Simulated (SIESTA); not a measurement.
BP under changes of volume

One of the cells (11.915 Å³/atom); the others are scaled copies at fixed shape and fractional positions:

```
P B
1.0
     0.00000    2.28403    2.28403
     2.28403    0.00000    2.28403
     2.28403    2.28403    0.00000
P B
1 1
Direct
  0.75000 0.75000 0.75000
  0.00000 0.00000 0.00000
```

```yaml
Program: SIESTA 5.4.2
Functional: PBEsol
Potentials_or_basis: PseudoDojo 0.4 standard (PBEsol files)
Basis: DZP (energy shift 0.003 Ry)
Grid_cutoff: 500 Ry
Energy_shift: 0.003 Ry
k_mesh: 10 × 10 × 10
Occupations: fermi-dirac, width 0.05 eV
Spin: no spin polarisation
```

| volume (Å³/atom) | energy over the lowest point (meV/atom) | pressure (GPa) | gap on the mesh (eV) |
| --- | --- | --- | --- |
| 10.981 | 30.97 | 13.3 | 1.09 |
| 11.214 | 14.80 | 9.0 | 1.12 |
| 11.448 | 4.60 | 5.1 | 1.14 |
| 11.915 | 0.00 | -1.7 | 1.19 |
| 12.149 | 4.70 | -4.7 | 1.21 |
| 12.383 | ? | ? | ? |

Question: What does the run at 12.383 Å³/atom give?

Answer: Energy over the lowest point 13.52 meV/atom; pressure -7.4 GPa; gap on the mesh 1.23 eV.

Worked out: A Birch-Murnaghan fit of order 3 (a polynomial in V^(-2/3)) to the other rows has its minimum at 11.79 Å³/atom with B0 = V·E''(V) = 164 GPa and B' = 3.8. It gives 13.49 meV/atom at 12.383 Å³/atom, against the run's 13.52, and -dE/dV = -7.3 GPa, against -7.4. A straight line through the other rows of the gap, of slope 1.18 eV per unit of ln V, extrapolates to 1.23 eV, against the run's 1.23.

Energies are extrapolated to zero smearing.

Caveats: the basis of atomic orbitals isn't converged, which shifts pressures, moduli and gaps.

A mesh can miss the band edges.
